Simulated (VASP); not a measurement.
## Rb: single point with PBE

Crystal: Rb.

```
Rb
1.0
     4.63384    0.00000    0.00000
     0.00000    4.63384    0.00000
     0.00000    0.00000    4.63384
Rb
1
Direct
  0.00000 0.00000 0.00000
```

The cell was built by a generator and needn't be a form met in nature.

- Program: VASP 6.6.1
- Task: single point
- Functional: PBE
- Potentials or basis: VASP PAW PBE potentials, release 64 (Rb_sv)
- Cutoff: 520 eV
- k mesh: 8 × 8 × 8
- Occupations: fermi-dirac, width 0.136057 eV
- Spin: no spin polarisation

The pressure is 0.0 GPa. The band gap on the k mesh is none (metal or under the smearing width).

Levels at points of the mesh, in eV from the Fermi level:
```
           k point  band 1  band 2  band 3  band 4  band 5  band 6  band 7  band 8  band 9
(0.00, 0.00, 0.00)  -29.08  -13.12  -13.12  -13.12   -1.86    2.33    2.33    5.65    5.65
(0.50, 0.00, 0.00)  -29.08  -13.23  -13.11  -13.11   -0.16    0.32    2.90    4.06    4.06
(0.50, 0.50, 0.00)  -29.08  -13.22  -13.22  -13.10    0.85    1.64    2.07    2.07    4.53
(0.50, 0.50, 0.50)  -29.07  -13.20  -13.20  -13.20    1.83    1.83    1.83    3.62    4.04
```

It took 11 s on 1 thread of Intel(R) Xeon(R) 6975P-C (Granite Rapids), with other jobs on the host, peak memory 0.2 GiB.
